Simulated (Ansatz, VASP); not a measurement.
## Two plane-wave programs on Al

Contents of INCAR:

```
  PREC = Accurate
  ENCUT = 520
  EDIFF = 1E-6
  ISMEAR = 0
  SIGMA = 0.15
  LREAL = F
  LASPH = T
  NELM = 100
  ALGO = Normal
  ISIF = 2
  LWAVE = F
  LCHARG = T
  GGA = PE
  LELF = T
  LVHAR = T
  NBANDS = 8
```

The input KPOINTS:

```
Automatic mesh
0
Gamma
  22 22 22
```

File POSCAR:

```
Al
1.0
   -1.4770051718      1.4770051718      1.9915937736
    1.4770051718     -1.4770051718      1.9915937736
    1.4770051718      1.4770051718     -1.9915937736
Al
1
Direct
    0.0000000000      0.0000000000      0.0000000000
```

Input for Ansatz:

```yaml
crystal:
  lattice:
    - [-1.4770051718, 1.4770051718, 1.9915937736]
    - [1.4770051718, -1.4770051718, 1.9915937736]
    - [1.4770051718, 1.4770051718, -1.9915937736]
  atoms:
    - { symbol: Al, position: [0.0, 0.0, 0.0] }
basis:
  ecutwfc: 420
kpoints:
  mp_grid: { grid: [22, 22, 22] }
hamiltonian:
  xc: pbe
scf:
  occupations: { method: gaussian, width: 0.15 }
output:
  forces: true
  stress: true
  eigenvalues: true
  write_density: true
  write_potential: true
  elf: true
  volumetric_format: npy
```

Alike in both runs: task single point; functional PBE; k mesh 22 × 22 × 22; occupations gaussian, width 0.15 eV; no spin polarisation.

|  | VASP | Ansatz |
| --- | --- | --- |
| version | VASP 6.6.1 | Ansatz 0.2.0 |
| potentials or method | VASP PAW PBE potentials, release 64 (Al) | scalar-relativistic, plane waves, PAW |
| plane-wave cutoff (eV) | 520 | 420 |
| valence electrons in the cell | 3 | 3 |

|  | VASP | Ansatz | Ansatz less VASP |
| --- | --- | --- | --- |
| gap on the k mesh at the Fermi level (eV) | none | none | - |
| pressure (GPa) | -3.5 | -3.5 | +0.03 |
| largest component of the traceless stress (GPa) | 1.41 | 1.41 | +0.003 |

A gap of «none» marks a metal or a gap that the smearing closes. With one functional, cell and mesh, what is left measures potentials, basis and numerics.
